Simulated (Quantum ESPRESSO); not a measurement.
# CuO (Tenorite) under changes of volume

One of the cells (10.135 Å³/atom); the others are scaled copies at fixed shape and fractional positions:

```xyz
4
Lattice="2.3418 -1.7113 0.0000 2.3418 1.7113 0.0000 -0.8500 0.0000 5.0579" Properties=species:S:1:pos:R:3 pbc="T T T"
Cu    0.7459   -0.8557    2.5289
Cu    1.1709    0.8557    0.0000
O     1.7043    0.2793    3.7934
O     2.1293   -0.2793    1.2645
```

* Program: Quantum ESPRESSO 7.5
* Functional: PBEsol
* Potentials or basis: GBRV 1.5 PBEsol
* Cutoff: 762 eV
* Density cutoff: 6095 eV
* k mesh: 10 × 10 × 5
* Occupations: fermi-dirac, width 0.05 eV
* Spin: no spin polarisation

```csv
volume (Å³/atom),energy over the lowest point (meV/atom),pressure (GPa),largest force (eV/Å)
9.527,16.27,10.6,0.125
9.730,?,?,?
9.932,0.16,1.6,0.273
10.135,0.00,-2.2,0.338
10.338,4.35,-5.5,0.397
10.540,12.72,-8.6,0.452
10.743,24.66,-11.2,0.502
```

Q: What does the run at 9.730 Å³/atom give?

A: Energy over the lowest point 5.39 meV/atom; pressure 5.8 GPa; largest force 0.202 eV/Å.

Worked out: A Birch-Murnaghan fit of order 3 (a polynomial in V^(-2/3)) to the other rows has its minimum at 10.04 Å³/atom with B0 = V·E''(V) = 186 GPa and B' = 4.7 at fixed shape and positions, which overstates the stiffness. It gives 5.35 meV/atom at 9.730 Å³/atom, against the run's 5.39, and -dE/dV = 6.3 GPa, against 5.8.

Energies are extrapolated to zero smearing.

Caveats: the run has no spin polarisation, though such a crystal can be magnetic.
